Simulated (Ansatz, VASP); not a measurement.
## I: VASP beside Ansatz

INCAR

```
  PREC = Accurate
  ENCUT = 520
  EDIFF = 1E-7
  ISMEAR = -1
  SIGMA = 0.05
  LREAL = F
  LASPH = T
  NELM = 60
  ALGO = Normal
  ISIF = 2
  LWAVE = F
  LCHARG = F
  GGA = PE
  NBANDS = 22
```

File KPOINTS:

```
Automatic mesh
0
Gamma
  7 7 3
```

Contents of POSCAR:

```
I
1.0
    3.6591087810     -2.4108815219      0.0000000000
    3.6591087810      2.4108815219      0.0000000000
    0.0000000000      0.0000000000      9.8582991087
I
4
Direct
    0.6493000000      0.3507000000      0.3844000000
    0.1493000000      0.8507000000      0.1156000000
    0.3507000000      0.6493000000      0.6156000000
    0.8507000000      0.1493000000      0.8844000000
```

input.yaml

```yaml
crystal:
  lattice:
    - [3.659108781, -2.4108815219, 0.0]
    - [3.659108781, 2.4108815219, 0.0]
    - [0.0, 0.0, 9.8582991087]
  atoms:
    - { symbol: I, position: [0.6493, 0.3507, 0.3844] }
    - { symbol: I, position: [0.1493, 0.8507, 0.1156] }
    - { symbol: I, position: [0.3507, 0.6493, 0.6156] }
    - { symbol: I, position: [0.8507, 0.1493, 0.8844] }
hamiltonian:
  xc: pbe
  pseudopotentials: { kind: paw }
kpoints:
  mp_grid: { grid: [7, 7, 3] }
scf:
  occupations: { method: fermi_dirac, width: 0.05 }
output:
  forces: true
  stress: true
  eigenvalues: true
  write_density: true
  write_potential: true
  elf: true
  volumetric_format: npy
```

Alike in both runs: task single point; functional PBE; k mesh 7 × 7 × 3; occupations fermi-dirac, width 0.05 eV; no spin polarisation.

|  | VASP | Ansatz |
| --- | --- | --- |
| version | VASP 6.6.1 | Ansatz 0.2.0 |
| potentials or method | VASP PAW PBE potentials, release 64 (I) | Ansatz PAW |
| plane-wave cutoff (eV) | 520 | 420 |
| valence electrons in the cell | 28 | 68 |

Ansatz gave:

```
gap on the k mesh at the Fermi level (eV)       : 1.28
least direct gap on the mesh (eV)               : 1.36
pressure (GPa)                                  : 1.2
largest component of the traceless stress (GPa) : 0.52
rms of the force components (eV/Å)              : 0.397
```

Question: Which values does VASP return?

Answer: gap on the k mesh at the Fermi level (eV): 1.29; least direct gap on the mesh (eV): 1.36; pressure (GPa): 1.2; largest component of the traceless stress (GPa): 0.49; rms of the force components (eV/Å): 0.388.

Atom by atom the forces differ by 0.009 eV/Å (rms over components). The two sets of potentials don't hold the same shells in valence.

Caveats: spin-orbit coupling is left out, which moves the levels of the heavy elements; an odd mesh through Γ misses points on the zone boundary, where band edges often lie (VASP); odd divisions of the mesh miss points on the zone boundary, where band edges often lie, so the gap on the mesh can be too wide (Ansatz).
